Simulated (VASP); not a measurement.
# CaO (Pm-3m) in VASP: notebook, part 2 of 2

VASP 6.6.1. The steps go on from the part before.

### 4 Relaxation of cell and atoms, PBE, target pressure 12 GPa, at which the enthalpy is minimised

This run uses another cell than the first one, of 10.54 Å³/atom, 1.080 times its volume.

Input file INCAR:

```
SYSTEM = CaO
PREC = Accurate
ENCUT = 520
EDIFF = 1E-7
ISMEAR = 0
SIGMA = 0.1
LREAL = .False.
LASPH = .True.
NELM = 100
ALGO = Fast
ISIF = 3
LWAVE = .False.
LCHARG = .False.
GGA = PE
IBRION = 2
NSW = 80
EDIFFG = -0.002
PSTRESS = 120.0
```

Input file KPOINTS:

```
Automatic mesh
0
Gamma
  8 8 8
  0 0 0
```

Input file POSCAR:

```
CaO                                     
1.0
    2.7621363979      0.0000000000     -0.0000000000
    0.0000000000      2.7621363979      0.0000000000
    0.0000000000      0.0000000000      2.7621363979
  Ca              O             
     1     1
Direct
     0.0000000000000000    0.0000000000000000    0.0000000000000000
     0.5000000000000000    0.5000000000000000    0.5000000000000000
```

Potentials or basis: VASP PAW PBE potentials, release 64 (Ca_sv, O).

Started as:

```bash
$ cat potpaw_PBE.64/Ca_sv/POTCAR potpaw_PBE.64/O/POTCAR > POTCAR
$ mpirun -np 1 vasp_std > vasp.out
```

OUTCAR:

```text
SYSTEM = CaO
   PREC = Accurate
   ENCUT = 520
   EDIFF = 1E-7
   ISMEAR = 0
   LREAL = .False.
   LASPH = .True.
   NELM = 100
   ISIF = 3
   GGA = PE
   IBRION = 2
   NSW = 80
   EDIFFG = -0.002
   PSTRESS = 120.0

 ion  position               nearest neighbor table
   1  0.000  0.000  0.000-   2 2.39   2 2.39   2 2.39   2 2.39   2 2.39   2 2.39   2 2.39   2 2.39

   2  0.500  0.500  0.500-   1 2.39   1 2.39   1 2.39   1 2.39   1 2.39   1 2.39   1 2.39   1 2.39

  LATTYP: Found a simple cubic cell.
 ALAT       =     2.7621363979

  Lattice vectors:

 A1 = (   2.7621363979,   0.0000000000,   0.0000000000)
 A2 = (   0.0000000000,   2.7621363979,   0.0000000000)
 A3 = (   0.0000000000,   0.0000000000,   2.7621363979)

Analysis of symmetry for initial positions (statically):
=====================================================================
 Subroutine PRICEL returns:
 Original cell was already a primitive cell.

 Routine SETGRP: Setting up the symmetry group for a
 simple cubic supercell.

 Subroutine GETGRP returns: Found 48 space group operations
 (whereof 48 operations were pure point group operations)
 out of a pool of 48 trial point group operations.

The static configuration has the point symmetry O_h .

Analysis of symmetry for dynamics (positions and initial velocities):
=====================================================================
 Subroutine PRICEL returns:
 Original cell was already a primitive cell.

[... 352 lines left out ...]

 Free energy of the ion-electron system (eV)
  ---------------------------------------------------
  ext. energy  EPLUGINS =         0.00000000
  ---------------------------------------------------
  free energy    TOTEN  =       -11.74147008 eV

  energy without entropy =      -11.74147008  energy(sigma->0) =      -11.74147008

 E-fermi :   5.1361     XC(G=0): -11.5566

 val. band max:        4.5840529687   @ k =   0.5000   0.5000   0.0000
 cond. band min:       7.3152020272   @ k =   0.0000   0.0000   0.0000
 fundamental gap:      2.7311490585
 Fermi energy:         5.1361213245

 k-point     1 :       0.0000    0.0000    0.0000
  band No.  band energies     occupation
      1     -34.5850      2.00000
      2     -14.9316      2.00000
      3     -14.9316      2.00000
      4     -14.9316      2.00000
      5     -12.0364      2.00000
      6       4.2902      2.00000
      7       4.2902      2.00000
      8       4.2902      2.00000
      9       7.3152      0.00000
     10       7.3152      0.00000
     11      10.4833      0.00000
     12      13.3579      0.00000
[... 331 lines left out ...]
 k-point    24 :       0.5000    0.3750    0.1250
  band No.  band energies     occupation
      1     -34.1894      2.00000
      2     -16.1101      2.00000
      3     -15.8355      2.00000
      4     -14.8551      2.00000
      5     -11.1316      2.00000
      6       1.9908      2.00000
      7       2.3089      2.00000
      8       3.8458      2.00000
      9       9.3751      0.00000
     10      10.3258      0.00000
     11      11.7161      0.00000
     12      11.9108      0.00000

 [... further k-points ...]

------------------------ aborting loop because EDIFF is reached ----------------------------------------

  FORCE on cell =-STRESS in cart. coord.  units (eV):
  Direction    XX          YY          ZZ          XY          YZ          ZX
  --------------------------------------------------------------------------------------
  -------------------------------------------------------------------------------------
  Total        1.7333221      1.7333221      1.7333221     -0.0000000     -0.0000000      0.0000000
  in kB      119.9821274    119.9821274    119.9821274     -0.0000000     -0.0000000      0.0000000
  external PRESSURE =      -0.0178726 kB  Pullay stress =     120.0000000 kB
[... 21 lines left out ...]
  energy  without entropy=      -11.7414700780  energy(sigma->0) =      -11.74147008

  enthalpy is  TOTEN    =       -10.0078897845 eV   P V=        1.7335802935

 reached required accuracy - stopping structural energy minimisation
```

CONTCAR:

```text
CaO
   1.00000000000000
     2.8498659510698516   -0.0000000000000000   -0.0000000000000000
     0.0000000000000000    2.8498659510698516    0.0000000000000000
     0.0000000000000000   -0.0000000000000000    2.8498659510698516
  Ca              O
     1     1
Direct
     0.0000000000000000    0.0000000000000000    0.0000000000000000
     0.5000000000000000    0.5000000000000000    0.5000000000000000

  0.00000000E+00  0.00000000E+00  0.00000000E+00
  0.00000000E+00  0.00000000E+00  0.00000000E+00
```

It took 49 s on 1 thread of Intel Xeon Platinum 8488C (Sapphire Rapids), shared host; peak memory 0.15 GiB.

What came out:

- Free energy: -11.7415 eV
- Relaxed volume: 11.57 Å³/atom
- Relaxed cell: a = 2.850 Å, b = 2.850 Å, c = 2.850 Å, α = 90.00°, β = 90.00°, γ = 90.00°
- Space group after relaxing (to 0.05 Å): Pm-3m (No. 221)
- Energy change on relaxing (the enthalpy is what falls): -131.6 meV/atom
- Ionic steps: 18
- Pressure after relaxing: 12.0 GPa
- Band gap on the k mesh: 2.73 eV, indirect (least direct gap 3.03 eV)

Step by step:
```
step  energy change (eV)  largest force (eV/Å)  pressure (GPa)  volume (Å³)
   1              0.0000                0.0000           30.00        21.07
   2             -0.3348                0.0000            1.72        24.89
   3             -0.2641                0.0000           11.91        23.16
   4             -0.2608                0.0000           12.21        23.12
   5             -0.2609                0.0000           12.22        23.12
   6             -0.2610                0.0000           12.20        23.12
   7             -0.2610                0.0000           12.20        23.12
   8             -0.2610                0.0000           12.20        23.12
   9             -0.2610                0.0000           12.20        23.12
  10             -0.2610                0.0000           12.20        23.12
  11             -0.2610                0.0000           12.20        23.12
  12             -0.2611                0.0000           12.20        23.12
  13             -0.2612                0.0000           12.18        23.12
  14             -0.2613                0.0000           12.16        23.12
  15             -0.2617                0.0000           12.13        23.13
  16             -0.2624                0.0000           12.07        23.14
  17             -0.2638                0.0000           11.94        23.15
  18             -0.2631                0.0000           12.00        23.15
```

Final structure:
```
CELL_PARAMETERS angstrom
2.84987 0.00000 0.00000
0.00000 2.84987 0.00000
0.00000 0.00000 2.84987
ATOMIC_POSITIONS crystal
Ca 0.00000 0.00000 0.00000
O 0.50000 0.50000 0.50000
```

Caveat: the cell is relaxed towards a set pressure, so the enthalpy falls and the energy may rise. A k mesh can miss the band edges.

### 5 Relaxation of cell and atoms, PBE, target pressure 12 GPa, at which the enthalpy is minimised

This run uses another cell than the first one, of 11.57 Å³/atom, 1.186 times its volume.

INCAR is that of step 4.

KPOINTS is that of step 4.

Input file POSCAR:

```
CaO                                     
1.0
    2.8498659511     -0.0000000000     -0.0000000000
    0.0000000000      2.8498659511      0.0000000000
    0.0000000000     -0.0000000000      2.8498659511
  Ca              O             
     1     1
Direct
     0.0000000000000000    0.0000000000000000    0.0000000000000000
     0.5000000000000000    0.5000000000000000    0.5000000000000000
```

Started as:

```bash
$ cat potpaw_PBE.64/Ca_sv/POTCAR potpaw_PBE.64/O/POTCAR > POTCAR
$ mpirun -np 1 vasp_std > vasp.out
```

Run time: 17 s. Hardware: 1 thread of Intel Xeon Platinum 8488C (Sapphire Rapids), shared host; peak memory 0.14 GiB.

The run converged. Its results:

```yaml
Free_energy: -11.7468 eV
Relaxed_volume: 11.58 Å³/atom
Relaxed_cell: a = 2.851 Å, b = 2.851 Å, c = 2.851 Å, α = 90.00°, β = 90.00°, γ = 90.00°
Space_group_after_relaxing_to_0.05_Å: Pm-3m (No. 221)
Energy_change_on_relaxing_the_enthalpy_is_what_falls: -0.9 meV/atom
Ionic_steps: 3
Pressure_after_relaxing: 12.0 GPa
Band_gap_on_the_k_mesh: 2.73 eV, indirect (least direct gap 3.03 eV)
```

The path:
| step | energy change (eV) | largest force (eV/Å) | pressure (GPa) | volume (Å³) |
| --- | --- | --- | --- | --- |
| 1 | 0.0000 | 0.0000 | 12.16 | 23.15 |
| 2 | -0.0029 | 0.0000 | 11.90 | 23.18 |
| 3 | -0.0017 | 0.0000 | 12.00 | 23.17 |

Final structure:
```
CELL_PARAMETERS angstrom
2.85080 0.00000 0.00000
0.00000 2.85080 0.00000
0.00000 0.00000 2.85080
ATOMIC_POSITIONS crystal
Ca 0.00000 0.00000 0.00000
O 0.50000 0.50000 0.50000
```

Levels at points of the mesh, in eV from the valence-band top:
```csv
k point,band 5,band 6,band 7,band 8,band 9,band 10,band 11,band 12
"(0.00, 0.00, 0.00)",-16.62,-0.29,-0.29,-0.29,2.73,2.73,5.89,8.77
"(0.50, 0.00, 0.00)",-15.19,-3.97,-0.87,-0.87,3.80,7.53,8.50,8.50
"(0.50, 0.50, 0.00)",-15.89,-2.16,-2.16,0.00,4.01,4.94,6.77,6.77
"(0.50, 0.50, 0.50)",-15.28,-3.68,-3.68,-3.68,8.33,8.33,8.33,10.43
```

Caveat: the cell is relaxed towards a set pressure, so the enthalpy falls and the energy may rise.

### 6 Relaxation of cell and atoms, PBE, target pressure 0.0001 GPa, at which the enthalpy is minimised

This run uses another cell than the first one, of 11.58 Å³/atom, 1.187 times its volume.

INCAR: that of step 5 with these lines changed.

```diff
@@ -17,2 +17,2 @@
 EDIFFG = -0.002
-PSTRESS = 120.0
+PSTRESS = 0.001
```

KPOINTS is that of step 5.

Input file POSCAR:

```
CaO                                     
1.0
    2.8507983409      0.0000000000      0.0000000000
   -0.0000000000      2.8507983409      0.0000000000
   -0.0000000000      0.0000000000      2.8507983409
  Ca              O             
     1     1
Direct
     0.0000000000000000    0.0000000000000000    0.0000000000000000
     0.5000000000000000    0.5000000000000000    0.5000000000000000
```

Potentials or basis: VASP PAW PBE potentials, release 64 (Ca_sv, O).

Started as:

```bash
$ cat potpaw_PBE.64/Ca_sv/POTCAR potpaw_PBE.64/O/POTCAR > POTCAR
$ mpirun -np 1 vasp_std > vasp.out
```

OUTCAR:

```text
SYSTEM = CaO
   PREC = Accurate
   ENCUT = 520
   EDIFF = 1E-7
   ISMEAR = 0
   LREAL = .False.
   LASPH = .True.
   NELM = 100
   ISIF = 3
   GGA = PE
   IBRION = 2
   NSW = 80
   EDIFFG = -0.002
   PSTRESS = 0.001

 ion  position               nearest neighbor table
   1  0.000  0.000  0.000-   2 2.47   2 2.47   2 2.47   2 2.47   2 2.47   2 2.47   2 2.47   2 2.47

   2  0.500  0.500  0.500-   1 2.47   1 2.47   1 2.47   1 2.47   1 2.47   1 2.47   1 2.47   1 2.47

  LATTYP: Found a simple cubic cell.
 ALAT       =     2.8507983409

  Lattice vectors:

 A1 = (   2.8507983409,   0.0000000000,   0.0000000000)
 A2 = (   0.0000000000,   2.8507983409,   0.0000000000)
 A3 = (   0.0000000000,   0.0000000000,   2.8507983409)

Analysis of symmetry for initial positions (statically):
=====================================================================
 Subroutine PRICEL returns:
 Original cell was already a primitive cell.

 Routine SETGRP: Setting up the symmetry group for a
 simple cubic supercell.

 Subroutine GETGRP returns: Found 48 space group operations
 (whereof 48 operations were pure point group operations)
 out of a pool of 48 trial point group operations.

The static configuration has the point symmetry O_h .

Analysis of symmetry for dynamics (positions and initial velocities):
=====================================================================
 Subroutine PRICEL returns:
 Original cell was already a primitive cell.

[... 312 lines left out ...]

 Free energy of the ion-electron system (eV)
  ---------------------------------------------------
  ext. energy  EPLUGINS =         0.00000000
  ---------------------------------------------------
  free energy    TOTEN  =       -11.82307799 eV

  energy without entropy =      -11.82307799  energy(sigma->0) =      -11.82307799

 E-fermi :   4.4022     XC(G=0): -11.0776

 val. band max:        3.9396176952   @ k =   0.5000   0.5000   0.0000
 cond. band min:       6.7085499597   @ k =   0.0000   0.0000   0.0000
 fundamental gap:      2.7689322645
 Fermi energy:         4.4021961638

 k-point     1 :       0.0000    0.0000    0.0000
  band No.  band energies     occupation
      1     -35.4446      2.00000
      2     -15.9376      2.00000
      3     -15.9376      2.00000
      4     -15.9376      2.00000
      5     -12.4047      2.00000
      6       3.6305      2.00000
      7       3.6305      2.00000
      8       3.6305      2.00000
      9       6.7085      0.00000
     10       6.7086      0.00000
     11       8.7637      0.00000
     12      12.1691      0.00000
[... 331 lines left out ...]
 k-point    24 :       0.5000    0.3750    0.1250
  band No.  band energies     occupation
      1     -35.1612      2.00000
      2     -16.8445      2.00000
      3     -16.6424      2.00000
      4     -15.8847      2.00000
      5     -11.6218      2.00000
      6       1.4889      2.00000
      7       1.8207      2.00000
      8       3.2631      2.00000
      9       8.4626      0.00000
     10       9.3069      0.00000
     11      10.6904      0.00000
     12      10.8379      0.00000

 [... further k-points ...]

------------------------ aborting loop because EDIFF is reached ----------------------------------------

  FORCE on cell =-STRESS in cart. coord.  units (eV):
  Direction    XX          YY          ZZ          XY          YZ          ZX
  --------------------------------------------------------------------------------------
  -------------------------------------------------------------------------------------
  Total        0.0029570      0.0029570      0.0029570      0.0000000      0.0000000      0.0000000
  in kB        0.1868151      0.1868151      0.1868151      0.0000000      0.0000000      0.0000000
  external PRESSURE =       0.1858151 kB  Pullay stress =       0.0010000 kB
[... 21 lines left out ...]
  energy  without entropy=      -11.8230779940  energy(sigma->0) =      -11.82307799

  enthalpy is  TOTEN    =       -11.8230621654 eV   P V=        0.0000158287

 reached required accuracy - stopping structural energy minimisation
```

OSZICAR:

```text
N       E                     dE             d eps       ncg     rms          rms(c)
DAV:   1     0.134636624549E+03    0.13464E+03   -0.89416E+03   840   0.140E+03
DAV:   2    -0.716847863038E+01   -0.14181E+03   -0.13340E+03   996   0.348E+02
DAV:   3    -0.131619364665E+02   -0.59935E+01   -0.59398E+01  1064   0.747E+01
DAV:   4    -0.133326377662E+02   -0.17070E+00   -0.17053E+00  1176   0.111E+01
[... 81 lines left out ...]
RMM:   6    -0.118230755302E+02   -0.51362E-06   -0.29815E-06   931   0.118E-02    0.330E-03
RMM:   7    -0.118230755769E+02   -0.46695E-07   -0.25014E-06   958   0.109E-02    0.825E-03
RMM:   8    -0.118230785452E+02   -0.29683E-05   -0.29365E-06   948   0.200E-02    0.428E-03
RMM:   9    -0.118230780401E+02    0.50514E-06   -0.72749E-07   837   0.748E-03    0.100E-03
RMM:  10    -0.118230779940E+02    0.46011E-07   -0.27332E-07   642   0.352E-03
   5 F= -.11823062E+02 E0= -.11823062E+02  d E =-.167342E-04
```

CONTCAR:

```text
CaO
   1.00000000000000
     2.9380000620604845   -0.0000000000000000   -0.0000000000000000
     0.0000000000000000    2.9380000620604845    0.0000000000000000
     0.0000000000000000    0.0000000000000000    2.9380000620604845
  Ca              O
     1     1
Direct
     0.0000000000000000    0.0000000000000000    1.0000000000000000
     0.5000000000000000    0.5000000000000000    0.5000000000000000

  0.00000000E+00  0.00000000E+00  0.00000000E+00
  0.00000000E+00  0.00000000E+00  0.00000000E+00
```

It took 35 s on 1 thread of Intel Xeon Platinum 8488C (Sapphire Rapids), shared host; peak memory 0.14 GiB.

Results:

| Property | Result |
| --- | --- |
| Free energy | -11.8231 eV |
| Relaxed volume | 12.68 Å³/atom |
| Relaxed cell | a = 2.938 Å, b = 2.938 Å, c = 2.938 Å, α = 90.00°, β = 90.00°, γ = 90.00° |
| Space group after relaxing (to 0.05 Å) | Pm-3m (No. 221) |
| Energy change on relaxing (the enthalpy is what falls) | -38.1 meV/atom |
| Ionic steps | 5 |
| Pressure after relaxing | 0.0 GPa |
| Band gap on the k mesh | 2.77 eV, indirect (least direct gap 3.08 eV) |

The path:
```csv
step,energy change (eV),largest force (eV/Å),pressure (GPa),volume (Å³)
1,0.0000,0.0000,12.01,23.17
2,-0.0671,0.0000,-3.37,26.20
3,-0.0762,0.0000,0.05,25.36
4,-0.0762,0.0000,-0.15,25.40
5,-0.0762,0.0000,0.02,25.36
```

Final structure:
```
Ca O
1.0
     2.93800    0.00000    0.00000
     0.00000    2.93800    0.00000
     0.00000    0.00000    2.93800
Ca O
1 1
Direct
  0.00000 0.00000 0.00000
  0.50000 0.50000 0.50000
```

Caveat: the cell is relaxed towards a set pressure, so the enthalpy falls and the energy may rise. A k mesh can miss the band edges.

### 7 Overview

```csv
cell,target pressure,gap on the mesh (eV),pressure (GPa)
relaxed to 75 GPa,75 GPa,2.44,75.0
relaxed to 12 GPa,12 GPa,2.73,12.0
relaxed to 0.0001 GPa,0.0001 GPa,2.77,0.0
```

Alike in all rows: task relaxation of cell and atoms; level PBE; potentials or basis VASP PAW PBE potentials, release 64 (Ca_sv, O); no spin polarisation; k mesh 8 × 8 × 8; cutoff (eV) 520; smearing gaussian 0.1 eV.

Caveats: the cell is relaxed towards a set pressure, so the enthalpy falls and the energy may rise.

Total energies depend on the potentials used, so only differences within one code and one set of settings carry meaning.
